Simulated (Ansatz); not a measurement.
SnO2:

```
Sn O
1.0
    -2.00007    2.00007    5.12368
     2.00007   -2.00007    5.12368
     2.00007    2.00007   -5.12368
Sn O
2 4
Direct
  0.00000 0.00000 0.00000
  0.75000 0.25000 0.50000
  0.54652 0.04652 0.50000
  0.20348 0.20348 0.00000
  0.95348 0.45348 0.50000
  0.79652 0.79652 0.00000
```

Measurements of this composition are mostly on another form, of space group No. 136.

Program: Ansatz 0.2.0. Alike in all runs: task band structure; potentials or basis Ansatz PAW; no spin polarisation; cell as given; k mesh 9 × 9 × 9; smearing fermi-dirac 0.05 eV.

**Question.** Order these runs on this cell by their pressure, lowest first.
A. level PBEsol; cutoff (eV) 420
B. level LDA; cutoff (eV) 420
C. level r2SCAN; cutoff (eV) 500

**Answer.** B (-3.9 GPa), C (-0.9 GPa), A (0.7 GPa).

Caveats: the PAW data sets come from PBE, with cores solved anew for the run's functional, which leaves a small shift of forces and pressure.

Runs at the PBE level aren't shown here.
